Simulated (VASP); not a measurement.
Crystal: GaN.

```
CELL_PARAMETERS angstrom
0.00000 2.13524 2.13524
2.13524 0.00000 2.13524
2.13524 2.13524 0.00000
ATOMIC_POSITIONS crystal
Ga 0.00000 0.00000 0.00000
N 0.50000 0.50000 0.50000
```

Measurements of this composition are mostly on another form, of space group No. 186.

Base run:

| Property | Result |
| --- | --- |
| Program | VASP 6.6.1 |
| Functional | PBE |
| Potentials or basis | VASP PAW PBE potentials, release 64 (Ga_d, N) |
| Cutoff | 520 eV |
| k mesh | 10 × 10 × 10 |
| Occupations | gaussian, width 0.02 eV |
| Spin | no spin polarisation |

Its results: band gap on the k mesh 0.43 eV, indirect (least direct gap 2.37 eV).

**Question.** After a change of settings the same cell gave: band gap on the k mesh 2.07 eV, indirect (least direct gap 2.26 eV). Which change was it?
A. potentials or basis from VASP PAW PBE potentials, release 64 (Ga_d, N) to VASP PAW PBE potentials, release 64 (Ga_d_GW, N_GW); cutoff from 520 eV to 450 eV
B. functional from PBE to r2SCAN
C. functional from PBE to LDA; potentials or basis from VASP PAW PBE potentials, release 64 (Ga_d, N) to VASP PAW LDA potentials, release 64 (Ga_d, N)
D. k mesh from 10 × 10 × 10 to 3 × 3 × 3

**Answer.** D.

Caveats: some runs use coarse meshes; an odd mesh through Γ misses points on the zone boundary, where band edges often lie (some runs).
